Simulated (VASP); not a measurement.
# W (Fm-3m) in VASP: notebook

Aim: see how the results for W move with the level of theory and the settings. Levels: PBE, BLYP. Tasks: band structure, equation of state.

Everything below comes from runs of VASP 6.6.1. Logs are shortened: lines on timing, memory, paths and dates and some standing lists are left out, and cuts for length are marked.

## 1. The structure

Symmetry: Fm-3m, No. 225, cubic system. The conventional cell has a = 4.060 Å, b = 4.060 Å, c = 4.060 Å, α = 90.00°, β = 90.00°, γ = 90.00°. Around W (site symmetry m-3m) lie 12 W at 2.87 Å.

This isn't the form of W at room conditions, which is bcc.

## 2. Band structure, PBE, spin-orbit coupling, no magnetisation

Contents of INCAR:

```
PREC = Accurate ; ENCUT = 520
EDIFF = 1E-6 ; ISMEAR = 1
SIGMA = 0.1 ; LREAL = F
LASPH = T ; NELM = 80
ALGO = Normal ; ISIF = 2
LWAVE = F ; LCHARG = F
MAGMOM = 0 0 0 ; LORBIT = 11
LSORBIT = T ; GGA_COMPAT = F
LMAXMIX = 4 ; GGA = PE
NBANDS = 25
```

Contents of KPOINTS:

```
regular mesh
0
Gamma
  8 8 8
```

Contents of POSCAR:

```
W
1.0
    0.0000000000      2.0300000000      2.0300000000
    2.0300000000      0.0000000000      2.0300000000
    2.0300000000      2.0300000000      0.0000000000
W
1
Direct
    0.0000000000      0.0000000000      0.0000000000
```

Contents of KPOINTS_OPT:

```
path GXWKGLUWLK,UX
10
line-mode
reciprocal
 0.0000000000  0.0000000000  0.0000000000  G
 0.5000000000  0.0000000000  0.5000000000  X

 0.5000000000  0.0000000000  0.5000000000  X
 0.5000000000  0.2500000000  0.7500000000  W

 0.5000000000  0.2500000000  0.7500000000  W
 0.3750000000  0.3750000000  0.7500000000  K

 0.3750000000  0.3750000000  0.7500000000  K
 0.0000000000  0.0000000000  0.0000000000  G

 0.0000000000  0.0000000000  0.0000000000  G
 0.5000000000  0.5000000000  0.5000000000  L

 0.5000000000  0.5000000000  0.5000000000  L
 0.6250000000  0.2500000000  0.6250000000  U

 0.6250000000  0.2500000000  0.6250000000  U
 0.5000000000  0.2500000000  0.7500000000  W

 0.5000000000  0.2500000000  0.7500000000  W
 0.5000000000  0.5000000000  0.5000000000  L

 0.5000000000  0.5000000000  0.5000000000  L
 0.3750000000  0.3750000000  0.7500000000  K

 0.6250000000  0.2500000000  0.6250000000  U
 0.5000000000  0.0000000000  0.5000000000  X
```

Potentials or basis: VASP PAW PBE potentials, release 54 (W_sv).

Launch:

```bash
$ cat potpaw_PBE.54/W_sv/POTCAR > POTCAR
$ mpirun -np 1 vasp_ncl > vasp.out
```

OUTCAR:

```text
PREC = Accurate
   ENCUT = 520
   EDIFF = 1E-6
   ISMEAR = 1
   LREAL = F
   LASPH = T
   NELM = 80
   ISIF = 2
   LORBIT = 11
   LSORBIT = T
   GGA = PE

 ion  position               nearest neighbor table
   1  0.000  0.000  0.000-

  LATTYP: Found a face centered cubic cell.
 ALAT       =     4.0600000000

  Lattice vectors:

 A1 = (   0.0000000000,   2.0300000000,   2.0300000000)
 A2 = (   2.0300000000,   0.0000000000,   2.0300000000)
 A3 = (   2.0300000000,   2.0300000000,   0.0000000000)

Analysis of symmetry for initial positions (statically):
=====================================================================
 Subroutine PRICEL returns:
 Original cell was already a primitive cell.

 Routine SETGRP: Setting up the symmetry group for a
 face centered cubic supercell.

 Subroutine GETGRP returns: Found 48 space group operations
 (whereof 48 operations were pure point group operations)
 out of a pool of 48 trial point group operations.

The static configuration has the point symmetry O_h .

Analysis of symmetry for dynamics (positions and initial velocities):
=====================================================================
 Subroutine PRICEL returns:
 Original cell was already a primitive cell.

 Routine SETGRP: Setting up the symmetry group for a
 face centered cubic supercell.

 Subroutine GETGRP returns: Found 48 space group operations
 (whereof 48 operations were pure point group operations)
 out of a pool of 48 trial point group operations.

The dynamic configuration has the point symmetry O_h .

Analysis of structural, dynamic, and magnetic symmetry:
=====================================================================
 Subroutine PRICEL returns:
 Original cell was already a primitive cell.

 Routine SETGRP: Setting up the symmetry group for a
 face centered cubic supercell.

 Subroutine GETGRP returns: Found 48 space group operations
 (whereof 48 operations were pure point group operations)
 out of a pool of 48 trial point group operations.

The overall configuration has the point symmetry O_h .

 Subroutine INISYM returns: Found 48 space group operations
 (whereof 48 operations are pure point group operations),
 and found     1 'primitive' translations

----------------------------------------------------------------------------------------

                                     Primitive cell

  volume of cell :      16.7309

  direct lattice vectors                    reciprocal lattice vectors
     0.000000000  2.030000000  2.030000000    -0.246305419  0.246305419  0.246305419
[... 80 lines left out ...]
   LSORBIT =      T    spin-orbit coupling
   LASPH  =      T    aspherical Exc in radial PAW
   ENCUT  =  520.0 eV  38.22 Ry    6.18 a.u.   5.34  5.34  5.34*2*pi/ulx,y,z
   NELM   =     80;   NELMIN=  2; NELMDL= -5     # of ELM steps
   EDIFF  = 0.1E-05   stopping-criterion for ELM
   LREAL  =      F    real-space projection
   EDIFFG = 0.1E-04   stopping-criterion for IOM
   NSW    =      0    number of steps for IOM
   IBRION =     -1    ionic relax: 0-MD 1-quasi-New 2-CG
   NFREE  =      0    steps in history (QN), initial steepest desc. (CG)
   ISIF   =      2    stress and relaxation
   ISYM   =      2    0-nonsym 1-usesym 2-fastsym
   POTIM  = 0.5000    time-step for ionic-motion
   TEBEG  =    0.0;   TEEND  =   0.0 temperature during run
   PSTRESS=    0.0 pullay stress
   NELECT =      14.0000    total number of electrons
   NUPDOWN=      -1.0000    fix difference up-down
   EMIN   =  10.00;   EMAX   =-10.00  energy-range for DOS
   EFERMI =   0.00;   METHOD = LEGACY
   ISMEAR =     1;   SIGMA  =   0.10  broadening in eV -4-tet -1-fermi 0-gaus
   EFERMI_NEDOS =   21; number of points for ismear=-14 and -15
   IALGO  =     38    algorithm
   IMIX   =      4    mixing-type and parameters
     AMIX     =   0.40;   BMIX     =  1.00
     AMIX_MAG =   1.60;   BMIX_MAG =  1.00
  volume/ion in A,a.u.               =      16.73       112.91
  Fermi-wavevector in a.u.,A,eV,Ry     =   1.542688  2.915258 32.380324  2.379887
  Thomas-Fermi vector in A             =   2.648457
   LORBIT       =     11    0 simple, 1 ext, 2 COOP (PROOUT), +10 PAW based schemes
   GGA     = PE    functional components
   LHFCALC =     F    Hartree Fock is set to
   AEXX    =    0.0000 exact exchange contribution
   IVDW    =     0    specifies the selected vdW correction
   LEPSILON=     F    determine dielectric tensor
   LRPA    =     F    only Hartree local field effects (RPA)
 Methfessel and Paxton  Order N= 1 SIGMA  =   0.10
  energy-cutoff  :      520.00
  volume of cell :       16.73
 maximum number of plane-waves:       928
 NGX is ok and might be reduce to    24
   NGX = 11   NGY = 11   NGZ = 11

 number of electron      14.0000000 magnetization       0.0000000      0.0000000      0.0000000

 number of electron      14.0000002 magnetization       0.0000000     -0.0000000      0.0000000

 number of electron      14.0000002 magnetization      -0.0000000      0.0000000     -0.0000000

 Free energy of the ion-electron system (eV)
  ---------------------------------------------------
  ext. energy  EPLUGINS =         0.00000000
  ---------------------------------------------------
  free energy    TOTEN  =       -13.35448095 eV

  energy without entropy =      -13.35381988  energy(sigma->0) =      -13.35426059

 E-fermi :  10.1922     XC(G=0): -13.3263

 val. band max:       10.1921509797   @ k =   0.1250   0.0000   0.0000
 cond. band min:      10.2159953908   @ k =   0.5000   0.1250   0.0000
 fundamental gap:      0.0238444111
 Fermi energy:        10.1922163551

 k-point     1 :       0.0000    0.0000    0.0000
  band No.  band energies     occupation
      1     -63.4809      1.00000
      2     -63.4809      1.00000
      3     -33.2214      1.00000
      4     -33.2214      1.00000
      5     -24.2430      1.00000
      6     -24.2430      1.00000
[... 661 lines left out ...]
     24      25.6869      0.00000
     25      26.8912      0.00000

 [... further k-points ...]

------------------------ aborting loop because EDIFF is reached ----------------------------------------

 total charge

# of ion       s       p       d       tot
------------------------------------------
    1        0.000   0.000   0.000   0.000
[... 87 lines left out ...]
# of ion       s       p       d       tot
------------------------------------------
    1        0.000   0.000   0.000   0.000

 Spin-Orbit-Coupling matrix elements

 Ion:    1  E_soc:     -1.7278531
 l=   1
     0.0000000    -0.2301393    -0.2301393
    -0.2301393     0.0000000    -0.2301393
    -0.2301393    -0.2301393     0.0000000
 l=   2
     0.0000000    -0.0139916     0.0000000    -0.0139916    -0.0438446
    -0.0139916     0.0000000    -0.0328835    -0.0139916    -0.0109612
     0.0000000    -0.0328835     0.0000000    -0.0328835     0.0000000
    -0.0139916    -0.0139916    -0.0328835     0.0000000    -0.0109612
    -0.0438446    -0.0109612     0.0000000    -0.0109612     0.0000000
 l=   3
     0.0000000     0.0000000     0.0000000     0.0000000     0.0000000     0.0000000     0.0000000
     0.0000000     0.0000000     0.0000000     0.0000000     0.0000000     0.0000000     0.0000000
     0.0000000     0.0000000     0.0000000     0.0000000     0.0000000     0.0000000     0.0000000
     0.0000000     0.0000000     0.0000000     0.0000000     0.0000000     0.0000000     0.0000000
     0.0000000     0.0000000     0.0000000     0.0000000     0.0000000     0.0000000     0.0000000
     0.0000000     0.0000000     0.0000000     0.0000000     0.0000000     0.0000000     0.0000000
[... 22 lines left out ...]
# of ion       s       p       d       tot
------------------------------------------
    1        0.000   0.000   0.000   0.000

=======================================================================
```

OSZICAR:

```text
N       E                     dE             d eps       ncg     rms          rms(c)
DAV:   1     0.139553527945E+03    0.13955E+03   -0.74233E+03  1450   0.129E+03
DAV:   2    -0.897902065246E+01   -0.14853E+03   -0.14335E+03  1601   0.408E+02
DAV:   3    -0.139434565805E+02   -0.49644E+01   -0.49002E+01  1628   0.746E+01
[... 36 lines left out ...]
DAV:   8    -0.716342205661E+04   -0.25304E-06      880
       N       E                     dE             ncg
DAV:   1     0.847742921343E+04   -0.10061E+05      650
DAV:   2     0.651220066635E+04   -0.19652E+04      729
DAV:   3     0.644671128685E+04   -0.65489E+02      718
DAV:   4     0.644626647930E+04   -0.44481E+00      754
DAV:   5     0.644626141027E+04   -0.50690E-02      724
DAV:   6     0.644626129972E+04   -0.11055E-03      760
DAV:   7     0.644626129672E+04   -0.29974E-05      646
DAV:   8     0.644626129665E+04   -0.73866E-07      394
```

stdout:

```text
POSCAR found type information on POSCAR W
 POSCAR found :  1 types and       1 ions
 scaLAPACK will be used
 LDA part: xc-table for (Slater+PW92), standard interpolation
 POSCAR, INCAR and KPOINTS ok, starting setup
 FFT: planning ... GRIDC
 FFT: planning ... GRID_SOFT
 FFT: planning ... GRID
 WAVECAR not read
 entering main loop
 Start KPOINTS_OPT (optional k-point list driver)
k-point batch [1-29\100]
k-point batch [30-58\100]
k-point batch [59-87\100]
k-point batch [88-100\100]
```

Run time: 76 s. Hardware: 1 thread of Intel Xeon Platinum 8488C (Sapphire Rapids), shared host; peak memory 0.21 GiB.

What came out:

```yaml
Free_energy: -13.3545 eV
Pressure: -3.0 GPa
Valence_electrons_inside_the_program's_atomic_spheres: W 12.00
```

## 3. Band structure, BLYP, spin-orbit coupling, no magnetisation (volume scaled by 1.15)

Contents of POSCAR:

```
W
1.0
    0.0000000000      2.1268097929      2.1268097929
    2.1268097929      0.0000000000      2.1268097929
    2.1268097929      2.1268097929      0.0000000000
W
1
Cartesian
    0.0000000000      0.0000000000      0.0000000000
```

Contents of INCAR.step1:

```
SYSTEM = W
  PREC = Accurate
  ENCUT = 200
  EDIFF = 1E-7
  ISMEAR = 0
  SIGMA = 0.01
  LREAL = .FALSE.
  LASPH = .TRUE.
  NELM = 80
  ALGO = Normal
  ISIF = 2
  LWAVE = .FALSE.
  LCHARG = .TRUE.
  MAGMOM = 0 0 0
  LORBIT = 11
  LSORBIT = .TRUE.
  GGA_COMPAT = .FALSE.
  LMAXMIX = 4
  GGA = B5
  ALDAX = 1.0
  AGGAX = 1.0
  AGGAC = 1.0
  ALDAC = 0.0
  NBANDS = 25
```

Contents of KPOINTS.step1:

```
Automatic mesh
0
G
  6 6 6
  0 0 0
```

Contents of INCAR.step2:

```
SYSTEM = W
  PREC = Accurate
  ENCUT = 200
  EDIFF = 1E-7
  ISMEAR = 0
  SIGMA = 0.05
  LREAL = .FALSE.
  LASPH = .TRUE.
  NELM = 80
  ALGO = Normal
  ISIF = 2
  LWAVE = .FALSE.
  LCHARG = .FALSE.
  MAGMOM = 0 0 0
  LORBIT = 11
  LSORBIT = .TRUE.
  GGA_COMPAT = .FALSE.
  LMAXMIX = 4
  GGA = B5
  ALDAX = 1.0
  AGGAX = 1.0
  AGGAC = 1.0
  ALDAC = 0.0
  NBANDS = 25
  ICHARG = 11
```

Contents of KPOINTS.step2:

```
path GXWKGLUWLK,UX
15
line-mode
reciprocal
 0.0000000000  0.0000000000  0.0000000000  G
 0.5000000000  0.0000000000  0.5000000000  X

 0.5000000000  0.0000000000  0.5000000000  X
 0.5000000000  0.2500000000  0.7500000000  W

 0.5000000000  0.2500000000  0.7500000000  W
 0.3750000000  0.3750000000  0.7500000000  K

 0.3750000000  0.3750000000  0.7500000000  K
 0.0000000000  0.0000000000  0.0000000000  G

 0.0000000000  0.0000000000  0.0000000000  G
 0.5000000000  0.5000000000  0.5000000000  L

 0.5000000000  0.5000000000  0.5000000000  L
 0.6250000000  0.2500000000  0.6250000000  U

 0.6250000000  0.2500000000  0.6250000000  U
 0.5000000000  0.2500000000  0.7500000000  W

 0.5000000000  0.2500000000  0.7500000000  W
 0.5000000000  0.5000000000  0.5000000000  L

 0.5000000000  0.5000000000  0.5000000000  L
 0.3750000000  0.3750000000  0.7500000000  K

 0.6250000000  0.2500000000  0.6250000000  U
 0.5000000000  0.0000000000  0.5000000000  X
```

Potentials or basis: VASP PAW PBE potentials, release 64 (W_sv).

Launch:

```bash
$ cat potpaw_PBE.64/W_sv/POTCAR > POTCAR
$ cp INCAR.step1 INCAR
$ cp KPOINTS.step1 KPOINTS
$ mpirun -np 1 vasp_ncl > vasp.out
$ cp INCAR.step2 INCAR
$ cp KPOINTS.step2 KPOINTS
$ mpirun -np 1 vasp_ncl > vasp.out
```

OUTCAR:

```text
SYSTEM = W
   PREC = Accurate
   ENCUT = 200
   EDIFF = 1E-7
   ISMEAR = 0
   LREAL = .FALSE.
   LASPH = .TRUE.
   NELM = 80
   ISIF = 2
   LORBIT = 11
   LSORBIT = .TRUE.
   GGA = B5
   ICHARG = 11

 ion  position               nearest neighbor table
   1  0.000  0.000  0.000-

  LATTYP: Found a face centered cubic cell.
 ALAT       =     4.2536195858

  Lattice vectors:

 A1 = (   0.0000000000,   2.1268097929,   2.1268097929)
 A2 = (   2.1268097929,   0.0000000000,   2.1268097929)
 A3 = (   2.1268097929,   2.1268097929,   0.0000000000)

Analysis of symmetry for initial positions (statically):
=====================================================================
 Subroutine PRICEL returns:
 Original cell was already a primitive cell.

 Routine SETGRP: Setting up the symmetry group for a
 face centered cubic supercell.

 Subroutine GETGRP returns: Found 48 space group operations
 (whereof 48 operations were pure point group operations)
 out of a pool of 48 trial point group operations.

The static configuration has the point symmetry O_h .

Analysis of symmetry for dynamics (positions and initial velocities):
=====================================================================
 Subroutine PRICEL returns:
 Original cell was already a primitive cell.

 Routine SETGRP: Setting up the symmetry group for a
 face centered cubic supercell.

 Subroutine GETGRP returns: Found 48 space group operations
 (whereof 48 operations were pure point group operations)
 out of a pool of 48 trial point group operations.

The dynamic configuration has the point symmetry O_h .

Analysis of structural, dynamic, and magnetic symmetry:
[... 181 lines left out ...]
------------------------------------------
    1        2.262   6.186   3.485  11.933

 magnetization (x)

# of ion       s       p       d       tot
------------------------------------------
    1       -0.000   0.000  -0.000  -0.000

 magnetization (y)

# of ion       s       p       d       tot
------------------------------------------
    1       -0.000   0.000   0.000  -0.000

 magnetization (z)

# of ion       s       p       d       tot
------------------------------------------
    1        0.000  -0.000  -0.000   0.000

  FORCE on cell =-STRESS in cart. coord.  units (eV):
  Direction    XX          YY          ZZ          XY          YZ          ZX
  --------------------------------------------------------------------------------------
  -------------------------------------------------------------------------------------
  Total       -3.4832824     -3.4832824     -3.4832824      0.0000000     -0.0000000      0.0000000
  in kB     -290.0569796   -290.0569796   -290.0569796      0.0000000     -0.0000000      0.0000000
  external PRESSURE =    -290.0569796 kB  Pullay stress =       0.0000000 kB

 VOLUME and BASIS-vectors are now :
 -----------------------------------------------------------------------------
  energy-cutoff  :      200.00
  volume of cell :       19.24
      direct lattice vectors                 reciprocal lattice vectors
     0.000000000  2.126809793  2.126809793    -0.235093896  0.235093896  0.235093896
     2.126809793  0.000000000  2.126809793     0.235093896 -0.235093896  0.235093896
     2.126809793  2.126809793  0.000000000     0.235093896  0.235093896 -0.235093896

 POSITION                                       TOTAL-FORCE (eV/Angst)
 -----------------------------------------------------------------------------------
      0.00000      0.00000      0.00000         0.000000      0.000000      0.000000
 -----------------------------------------------------------------------------------
    total drift:                               -0.000000     -0.000000     -0.000000

  FREE ENERGIE OF THE ION-ELECTRON SYSTEM (eV)
  ---------------------------------------------------
  free  energy   TOTEN  =       -11.5191014291 eV

  energy  without entropy=      -11.5174284311  energy(sigma->0) =      -11.51826493

 Spin-Orbit-Coupling matrix elements

 Ion:    1  E_soc:     -1.7076527
 l=   1
     0.0000000    -0.2330844    -0.2330844
    -0.2330844     0.0000000    -0.2330844
    -0.2330844    -0.2330844     0.0000000
 l=   2
     0.0000000    -0.0099337     0.0000000    -0.0099337    -0.0415907
    -0.0099337     0.0000000    -0.0311930    -0.0099337    -0.0103977
     0.0000000    -0.0311930     0.0000000    -0.0311930     0.0000000
    -0.0099337    -0.0099337    -0.0311930     0.0000000    -0.0103977
    -0.0415907    -0.0103977     0.0000000    -0.0103977     0.0000000
 l=   3
     0.0000000     0.0000000     0.0000000     0.0000000     0.0000000     0.0000000     0.0000000
     0.0000000     0.0000000     0.0000000     0.0000000     0.0000000     0.0000000     0.0000000
     0.0000000     0.0000000     0.0000000     0.0000000     0.0000000     0.0000000     0.0000000
     0.0000000     0.0000000     0.0000000     0.0000000     0.0000000     0.0000000     0.0000000
     0.0000000     0.0000000     0.0000000     0.0000000     0.0000000     0.0000000     0.0000000
     0.0000000     0.0000000     0.0000000     0.0000000     0.0000000     0.0000000     0.0000000
     0.0000000     0.0000000     0.0000000     0.0000000     0.0000000     0.0000000     0.0000000

 total charge

# of ion       s       p       d       tot
------------------------------------------
    1        2.262   6.186   3.485  11.933

 magnetization (x)

# of ion       s       p       d       tot
------------------------------------------
    1       -0.000   0.000  -0.000  -0.000

 magnetization (y)

# of ion       s       p       d       tot
------------------------------------------
    1       -0.000   0.000   0.000  -0.000

 magnetization (z)

# of ion       s       p       d       tot
------------------------------------------
    1        0.000  -0.000  -0.000   0.000
```

OSZICAR.step1:

```text
N       E                     dE             d eps       ncg     rms          rms(c)
DAV:   1     0.805622136284E+02    0.80562E+02   -0.45272E+03   873   0.714E+02
DAV:   2    -0.100718736571E+02   -0.90634E+02   -0.87302E+02   882   0.256E+02
DAV:   3    -0.122533000740E+02   -0.21814E+01   -0.21688E+01   918   0.435E+01
DAV:   4    -0.122638412873E+02   -0.10541E-01   -0.10540E-01   934   0.308E+00
DAV:   5    -0.122639213355E+02   -0.80048E-04   -0.80048E-04   889   0.248E-01    0.149E+01
DAV:   6    -0.116357094155E+02    0.62821E+00   -0.68517E-01   900   0.101E+01    0.504E+00
DAV:   7    -0.115223783265E+02    0.11333E+00   -0.23942E-01   911   0.552E+00    0.114E+00
DAV:   8    -0.115203675840E+02    0.20107E-02   -0.25282E-03   832   0.511E-01    0.511E-01
DAV:   9    -0.115190350700E+02    0.13325E-02   -0.11517E-03   879   0.459E-01    0.611E-02
DAV:  10    -0.115190495575E+02   -0.14487E-04   -0.44577E-05   901   0.678E-02    0.383E-02
DAV:  11    -0.115190480651E+02    0.14925E-05   -0.13446E-05   851   0.445E-02    0.427E-03
DAV:  12    -0.115190480815E+02   -0.16431E-07   -0.20349E-07   869   0.437E-03
   1 F= -.11519048E+02 E0= -.11518798E+02  d E =-.499338E-03  mag=     0.0000     0.0000     0.0000
```

Wall time 28 s (1 thread of Intel Xeon Platinum 8488C (Sapphire Rapids), shared host); peak memory 0.13 GiB.

The run converged, but a check on its numbers failed (symmetry, net force, bounds or a known fault of this set-up), so they aren't taken as properties of the crystal.

Caveat: the k mesh is coarse (spacing up to 0.43 Å⁻¹), so the values aren't converged; the cutoff lies under the usual one of these potentials, so the numbers hold a large basis-set error; the log is that of the step along the path at fixed density, whose energy, stress, charges and moments have no meaning; the PAW data sets were made with another functional, which shifts forces and pressure a little.

(Continued in part 2 of 8.)
